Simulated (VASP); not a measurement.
## LiCl: single point with PBE

LiCl:

```
CELL_PARAMETERS angstrom
4.16187 0.00000 0.00000
-2.08094 3.60429 0.00000
0.00000 0.00000 5.23255
ATOMIC_POSITIONS crystal
Li 0.33333 0.66667 0.25000
Li 0.66667 0.33333 0.75000
Cl 0.66667 0.33333 0.25000
Cl 0.33333 0.66667 0.75000
```

The cell was built by a generator and needn't be a form met in nature.

```json
{"Program": "VASP 6.6.1", "Task": "single point", "Functional": "PBE", "Potentials or basis": "VASP PAW PBE potentials, release 64 (Li_sv, Cl)", "Cutoff": "520 eV", "k mesh": "6 × 6 × 4", "Occupations": "gaussian, width 0.01 eV", "Spin": "no spin polarisation", "Dipole correction": "no", "Further INCAR settings": "ALGO = Normal; EDIFF = 1e-06; NBANDS = 18"}
```

```
Band gap on the k mesh : 5.66 eV, direct
```

Levels at points of the mesh, in eV from the valence-band top:
| k point | band 6 | band 7 | band 8 | band 9 | band 10 | band 11 | band 12 | band 13 | band 14 | band 15 |
| --- | --- | --- | --- | --- | --- | --- | --- | --- | --- | --- |
| (0.00, 0.00, 0.00) | -1.38 | -1.38 | -0.60 | -0.60 | 0.00 | 5.66 | 8.02 | 8.79 | 8.79 | 10.15 |
| (0.50, 0.00, 0.00) | -1.89 | -1.86 | -1.41 | -0.99 | -0.65 | 7.29 | 8.48 | 8.90 | 10.32 | 10.39 |
| (0.00, 0.00, 0.50) | -1.47 | -1.00 | -1.00 | -1.00 | -1.00 | 7.61 | 7.61 | 8.81 | 8.81 | 8.81 |
| (0.50, 0.00, 0.50) | -2.50 | -1.32 | -1.32 | -0.49 | -0.49 | 7.23 | 7.23 | 9.25 | 9.25 | 11.40 |

Run time: 18 s on 1 thread of Intel(R) Xeon(R) Platinum 8488C (Sapphire Rapids) (shared host), peak memory 0.18 GiB.

 Expect the measured gap to be larger: semilocal functionals such as PBE lack the derivative discontinuity.
